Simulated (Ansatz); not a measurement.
GaP:

```xyz
2
Lattice="0.0000 2.7252 2.7252 2.7252 0.0000 2.7252 2.7252 2.7252 0.0000" Properties=species:S:1:pos:R:3 pbc="T T T"
Ga    0.0000    0.0000    0.0000
P     4.0879    4.0879    4.0879
```

| Item | Value |
| --- | --- |
| Program | Ansatz 0.2.0 |
| Task | single point |
| Functional | PBE |
| Potentials or basis | all-electron LAPW, scalar-relativistic |
| Cutoff | 278 eV (chosen from the basis error) |
| Basis error allowed | 0.001 eV/atom |
| k mesh | 8 × 8 × 8 |
| Occupations | fermi-dirac, width 0.05 eV |
| Spin | no spin polarisation |

On this cell: pressure 2.5 GPa; largest force zero by symmetry; band gap on the k mesh 1.64 eV, indirect (least direct gap 1.83 eV).

The same run follows on a disturbed copy (atoms moved at random, drawn with an rms of 0.05 Å):

```xyz
2
Lattice="0.0000 2.7252 2.7252 2.7252 0.0000 2.7252 2.7252 2.7252 0.0000" Properties=species:S:1:pos:R:3 pbc="T T T"
Ga    0.0046    0.0437   -0.0466
P     4.0877    4.0891    4.0736
```

**Question.** What does the disturbed cell give?

**Answer.** The energy moves by +7.3 meV/atom; pressure 2.6 GPa; largest force 0.553 eV/Å; band gap on the k mesh 1.45 eV, indirect (least direct gap 1.68 eV).

Forces on the atoms (eV/Å):
```
Ga  -0.090 -0.433  0.333
P    0.090  0.433 -0.333
```

Stress tensor (GPa, compression positive):
```
 2.63  1.03 -1.34
 1.03  2.55 -0.27
-1.34 -0.27  2.58
```

A k mesh can miss the band edges.
